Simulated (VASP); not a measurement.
# PbSe (P6_3/mmc) in VASP: relaxation of cell and atoms with PBE

Aim: the relaxation of cell and atoms of PbSe with PBE.

Program: VASP 6.6.1. These are calculated values, not measurements. Logs are shortened: lines on timing, memory, paths and dates and some standing lists are left out, and cuts for length are marked.

## Step 1: The structure

It takes space group P6_3/mmc (No. 194, hexagonal). Conventional cell: a = 3.768 Å, b = 3.768 Å, c = 7.073 Å, α = 90.00°, β = 90.00°, γ = 120.00°. Around Pb (site symmetry -6m2) lie 6 Se at 2.80 Å. Se (site symmetry -3m) has 6 Pb at 2.80 Å as nearest neighbours.

The cell was built by a generator and needn't be a form met in nature.

## Step 2: Relaxation of cell and atoms, PBE

Contents of INCAR:

```
PREC     = Accurate       # precision mode
ENCUT    = 600            # plane-wave cutoff, eV
EDIFF    = 1E-6           # SCF threshold, eV
ISMEAR   = 0              # smearing method
SIGMA    = 0.1            # smearing width, eV
LREAL    = False          # projectors in reciprocal space
LASPH    = True           # aspherical terms in the spheres
NELM     = 100            # most SCF steps
ALGO     = Normal         # electronic algorithm
ISIF     = 3              # what is computed and relaxed
LWAVE    = False          # write WAVECAR
LCHARG   = False          # write CHGCAR
GGA      = PE             # functional
IBRION   = 2              # ionic algorithm
NSW      = 90             # ionic steps
EDIFFG   = -0.04          # ionic threshold
```

Contents of KPOINTS:

```
regular mesh
0
Gamma
  6 6 4
```

Contents of POSCAR:

```
PbSe
1.0
    3.7676732500      0.0000000000      0.0000000000
   -1.8838366300      3.2629007500      0.0000000000
    0.0000000000      0.0000000000      7.0728428100
Pb Se
2 2
Direct
    0.6666666700      0.3333333300      0.7500000000
    0.3333333300      0.6666666700      0.2500000000
    0.0000000000      0.0000000000      0.0000000000
    0.0000000000      0.0000000000      0.5000000000
```

Potentials or basis: VASP PAW PBE potentials, release 64 (Pb_d, Se).

The run is started by

```bash
cat potpaw_PBE.64/Pb_d/POTCAR potpaw_PBE.64/Se/POTCAR > POTCAR
mpirun -np 1 vasp_std > vasp.out
```

OUTCAR:

```text
PREC = Accurate
   ENCUT = 600
   EDIFF = 1E-6
   ISMEAR = 0
   LREAL = False
   LASPH = True
   NELM = 100
   ISIF = 3
   GGA = PE
   IBRION = 2
   NSW = 90
   EDIFFG = -0.04

 ion  position               nearest neighbor table
   1  0.667  0.333  0.750-   3 2.80   4 2.80   3 2.80   4 2.80   3 2.80   4 2.80
   2  0.333  0.667  0.250-   3 2.80   4 2.80   3 2.80   4 2.80   3 2.80   4 2.80
   3  0.000  0.000  0.000-   1 2.80   2 2.80   1 2.80   2 2.80   1 2.80   2 2.80
   4  0.000  0.000  0.500-   1 2.80   2 2.80   1 2.80   2 2.80   1 2.80   2 2.80

  LATTYP: Found a hexagonal cell.
 ALAT       =     3.7676732500
 C/A-ratio  =     1.8772442143

  Lattice vectors:

 A1 = (   3.7676732500,   0.0000000000,   0.0000000000)
 A2 = (  -1.8838366300,   3.2629007500,   0.0000000000)
 A3 = (   0.0000000000,   0.0000000000,   7.0728428100)

Analysis of symmetry for initial positions (statically):
=====================================================================
 Subroutine PRICEL returns:
 Original cell was already a primitive cell.

 Routine SETGRP: Setting up the symmetry group for a
 hexagonal supercell.

 Subroutine GETGRP returns: Found 24 space group operations
 (whereof 12 operations were pure point group operations)
 out of a pool of 24 trial point group operations.

The static configuration has the point symmetry D_3d.
 The point group associated with its full space group is D_6h.

Analysis of symmetry for dynamics (positions and initial velocities):
=====================================================================
 Subroutine PRICEL returns:
 Original cell was already a primitive cell.

 Routine SETGRP: Setting up the symmetry group for a
 hexagonal supercell.

 Subroutine GETGRP returns: Found 24 space group operations
 (whereof 12 operations were pure point group operations)
 out of a pool of 24 trial point group operations.

The dynamic configuration has the point symmetry D_3d.
 The point group associated with its full space group is D_6h.

 Subroutine INISYM returns: Found 24 space group operations
 (whereof 12 operations are pure point group operations),
 and found     1 'primitive' translations

----------------------------------------------------------------------------------------

                                     Primitive cell

  volume of cell :      86.9503

  direct lattice vectors                    reciprocal lattice vectors
     3.767673250  0.000000000  0.000000000     0.265415797  0.153237882  0.000000000
    -1.883836630  3.262900750  0.000000000     0.000000000  0.306475764  0.000000000
     0.000000000  0.000000000  7.072842810     0.000000000  0.000000000  0.141385865

  length of vectors
     3.767673250  3.767673255  7.072842810     0.306475764  0.306475764  0.141385865

  position of ions in fractional coordinates (direct lattice)
     0.666666670  0.333333330  0.750000000
     0.333333330  0.666666670  0.250000000
     0.000000000  0.000000000  0.000000000
     0.000000000  0.000000000  0.500000000

  ion indices of the primitive-cell ions
   primitive index   ion index
                 1           1
                 2           2
                 3           3
                 4           4

----------------------------------------------------------------------------------------

 KPOINTS: regular mesh

Automatic generation of k-mesh.
 Grid dimensions read from file:
 generate k-points for:    6    6    4

 Generating k-lattice:

  Cartesian coordinates                     Fractional coordinates (reciprocal lattice)
     0.044235966  0.025539647  0.000000000     0.166666667  0.000000000  0.000000000
     0.000000000  0.051079294  0.000000000     0.000000000  0.166666667  0.000000000
     0.000000000  0.000000000  0.035346466     0.000000000  0.000000000  0.250000000

  Length of vectors
     0.051079294  0.051079294  0.035346466

  Shift w.r.t. Gamma in fractional coordinates (k-lattice)
     0.000000000  0.000000000  0.000000000

 Subroutine IBZKPT returns following result:
 ===========================================

 Found     21 irreducible k-points:

 Following reciprocal coordinates:
            Coordinates               Weight
  0.000000  0.000000  0.000000      1.000000
  0.166667  0.000000  0.000000      6.000000
  0.333333 -0.000000  0.000000      6.000000
  0.500000  0.000000  0.000000      3.000000
  0.166667  0.166667  0.000000      6.000000
  0.333333  0.166667  0.000000     12.000000
[... 13 lines left out ...]
  0.333333  0.166667  0.500000     12.000000
  0.333333  0.333333  0.500000      2.000000
   k-points           NKPTS =     21   k-points in BZ     NKDIM =     21   number of bands    NBANDS=     24
   number of dos      NEDOS =    301   number of ions     NIONS =      4
   total plane-waves  NPLWV =  54000
   dimension x,y,z NGX =    30 NGY =   30 NGZ =   60
   dimension x,y,z NGXF=    60 NGYF=   60 NGZF=  120
   ions per type =               2   2
   NGX,Y,Z   is equivalent  to a cutoff of  13.24, 13.24, 14.10 a.u.
   NGXF,Y,Z  is equivalent  to a cutoff of  26.47, 26.47, 28.21 a.u.
 SYSTEM =  unknown system
   PREC   = accura    normal or accurate (medium, high low for compatibility)
   ISTART =      0    job   : 0-new  1-cont  2-samecut
   ICHARG =      2    charge: 1-file 2-atom 10-const
   ISPIN  =      1    spin polarized calculation?
   LNONCOLLINEAR =      F non collinear calculations
   LSORBIT =      F    spin-orbit coupling
   LASPH  =      T    aspherical Exc in radial PAW
   ENCUT  =  600.0 eV  44.10 Ry    6.64 a.u.   7.52  7.52 14.13*2*pi/ulx,y,z
   NELM   =    100;   NELMIN=  2; NELMDL= -5     # of ELM steps
   EDIFF  = 0.1E-05   stopping-criterion for ELM
   LREAL  =      F    real-space projection
   EDIFFG = -.4E-01   stopping-criterion for IOM
   NSW    =     90    number of steps for IOM
   IBRION =      2    ionic relax: 0-MD 1-quasi-New 2-CG
   NFREE  =      1    steps in history (QN), initial steepest desc. (CG)
   ISIF   =      3    stress and relaxation
   ISYM   =      2    0-nonsym 1-usesym 2-fastsym
   POTIM  = 0.5000    time-step for ionic-motion
   TEBEG  =    0.0;   TEEND  =   0.0 temperature during run
   PSTRESS=    0.0 pullay stress
   NELECT =      40.0000    total number of electrons
   NUPDOWN=      -1.0000    fix difference up-down
   EMIN   =  10.00;   EMAX   =-10.00  energy-range for DOS
   EFERMI =   0.00;   METHOD = LEGACY
   ISMEAR =     0;   SIGMA  =   0.10  broadening in eV -4-tet -1-fermi 0-gaus
   EFERMI_NEDOS =   21; number of points for ismear=-14 and -15
   IALGO  =     38    algorithm
   IMIX   =      4    mixing-type and parameters
     AMIX     =   0.40;   BMIX     =  1.00
     AMIX_MAG =   1.60;   BMIX_MAG =  1.00
  volume/ion in A,a.u.               =      21.74       146.69
  Fermi-wavevector in a.u.,A,eV,Ry     =   1.263779  2.388196 21.730372  1.597137
  Thomas-Fermi vector in A             =   2.397118
   LORBIT       =      0    0 simple, 1 ext, 2 COOP (PROOUT), +10 PAW based schemes
   GGA     = PE    functional components
   LHFCALC =     F    Hartree Fock is set to
   AEXX    =    0.0000 exact exchange contribution
   IVDW    =     0    specifies the selected vdW correction
   LEPSILON=     F    determine dielectric tensor
   LRPA    =     F    only Hartree local field effects (RPA)
 conjugate gradient relaxation of ions
 non-spin polarized calculation
 Gauss-broadening in eV      SIGMA  =   0.10
  energy-cutoff  :      600.00
  volume of cell :       86.95
 maximum number of plane-waves:      2938
   NGX = 15   NGY = 15   NGZ = 29

--------------------------------------- Ionic step        1  -------------------------------------------

 number of electron      40.0000003 magnetization

 Free energy of the ion-electron system (eV)
  ---------------------------------------------------
  ext. energy  EPLUGINS =         0.00000000
  ---------------------------------------------------
  free energy    TOTEN  =       -13.79850399 eV

  energy without entropy =      -13.79536685  energy(sigma->0) =      -13.79693542

 E-fermi :   8.4820     XC(G=0): -10.8860

 val. band max:        8.4763074149   @ k =   0.0000   0.0000   0.2500
 cond. band min:       8.9620062003   @ k =   0.3333   0.1667   0.0000
 fundamental gap:      0.4856987854
 Fermi energy:         8.4820156875

 k-point     1 :       0.0000    0.0000    0.0000
  band No.  band energies     occupation
      1      -8.7143      2.00000
      2      -8.7143      2.00000
      3      -8.6909      2.00000
      4      -8.6909      2.00000
      5      -8.6770      2.00000
      6      -8.6523      2.00000
[... 16 lines left out ...]
     23      10.9751      0.00000
     24      12.6784      0.00000
[... 750 lines left out ...]
 POSITION                                       TOTAL-FORCE (eV/Angst)
 -----------------------------------------------------------------------------------
      2.13111      1.23039      5.75881         0.000000     -0.000000     -0.000000
     -0.00000      2.46079      1.91960        -0.000000      0.000000      0.000000
      4.26221     -0.00000     -0.00000         0.000000     -0.000000      0.000000
      4.26221     -0.00000      3.83920         0.000000     -0.000000      0.000000
 -----------------------------------------------------------------------------------
    total drift:                               -0.000010      0.000006      0.000000

  FREE ENERGIE OF THE ION-ELECTRON SYSTEM (eV)
  ---------------------------------------------------
  free  energy   TOTEN  =       -16.0456617501 eV

  energy  without entropy=      -16.0448536658  energy(sigma->0) =      -16.04525771

--------------------------------------- Ionic step        7  -------------------------------------------

 number of electron      39.9999993 magnetization

 Free energy of the ion-electron system (eV)
  ---------------------------------------------------
  ext. energy  EPLUGINS =         0.00000000
  ---------------------------------------------------
  free energy    TOTEN  =       -16.04608804 eV

  energy without entropy =      -16.04549092  energy(sigma->0) =      -16.04578948

 E-fermi :   4.3727     XC(G=0):  -9.2788

 val. band max:        4.2809968969   @ k =   0.0000   0.0000   0.0000
 cond. band min:       4.4892410931   @ k =   0.5000   0.0000   0.0000
 fundamental gap:      0.2082441963
 Fermi energy:         4.3727169416

 k-point     1 :       0.0000    0.0000    0.0000
  band No.  band energies     occupation
      1     -12.3774      2.00000
      2     -12.3774      2.00000
      3     -12.3720      2.00000
      4     -12.3720      2.00000
      5     -12.3376      2.00000
      6     -12.3303      2.00000
[... 16 lines left out ...]
     23       6.7014      0.00000
     24       8.8623      0.00000
[... 560 lines left out ...]
 POSITION                                       TOTAL-FORCE (eV/Angst)
 -----------------------------------------------------------------------------------
      2.13580      1.23310      5.73891        -0.000000      0.000000     -0.000000
     -0.00000      2.46620      1.91297         0.000000     -0.000000      0.000000
     -0.00000      0.00000      7.65189        -0.000000     -0.000000      0.000000
     -0.00000      0.00000      3.82594         0.000000     -0.000000      0.000000
 -----------------------------------------------------------------------------------
    total drift:                               -0.000010      0.000006      0.000000

  FREE ENERGIE OF THE ION-ELECTRON SYSTEM (eV)
  ---------------------------------------------------
  free  energy   TOTEN  =       -16.0460880381 eV

  energy  without entropy=      -16.0454909235  energy(sigma->0) =      -16.04578948

 reached required accuracy - stopping structural energy minimisation
```

Run time: 4.4 min. Hardware: 1 thread of Intel Xeon Platinum 8488C (Sapphire Rapids), shared host; peak memory 0.25 GiB.

Results:

* Free energy: -16.0461 eV
* Relaxed volume: 30.23 Å³/atom
* Relaxed cell: a = 4.272 Å, b = 4.272 Å, c = 7.652 Å, α = 90.00°, β = 90.00°, γ = 120.00°
* Space group after relaxing (to 0.05 Å): P6_3/mmc (No. 194)
* Energy gained by relaxing: 561.9 meV/atom
* Ionic steps: 7
* Pressure after relaxing: -0.1 GPa
* Band gap on the k mesh: 0.21 eV, indirect (least direct gap 0.27 eV)

The path:
```csv
step,energy change (eV),largest force (eV/Å),pressure (GPa),volume (Å³)
1,0.0000,0.0000,28.95,86.95
2,-1.5773,0.0000,-5.92,146.30
3,-2.1973,0.0000,0.19,118.83
4,-2.1970,0.0000,-0.10,119.53
5,-2.2321,0.0000,-0.09,120.18
6,-2.2472,0.0000,-0.08,120.80
7,-2.2476,0.0000,-0.07,120.91
```

Final structure:
```yaml
crystal:
  lattice:
    - [4.27159, 0.00000, 0.00000]
    - [-2.13580, 3.69931, 0.00000]
    - [0.00000, 0.00000, 7.65189]
  atoms:
    - { symbol: Pb, position: [0.66667, 0.33333, 0.75000] }
    - { symbol: Pb, position: [0.33333, 0.66667, 0.25000] }
    - { symbol: Se, position: [0.00000, 0.00000, 0.00000] }
    - { symbol: Se, position: [0.00000, 0.00000, 0.50000] }
```

Levels at points of the mesh, in eV from the valence-band top:
```
           k point  band 18  band 19  band 20  band 21  band 22  band 23
(0.00, 0.00, 0.00)    -0.63    -0.63     0.00     1.25     2.42     2.42
(0.50, 0.00, 0.00)    -0.99    -0.42    -0.06     0.21     1.73     1.99
(0.00, 0.00, 0.50)    -1.03    -1.03    -1.03     3.14     3.14     3.37
(0.50, 0.00, 0.50)    -1.90    -1.87    -1.87     2.31     2.31     3.69
```

Caveat: the volume moved by over 15 % at a fixed basis, so the end points are rough; spin-orbit coupling is left out, which as a rule narrows the gap of such compounds by several tenths of an eV. A k mesh can miss the band edges.
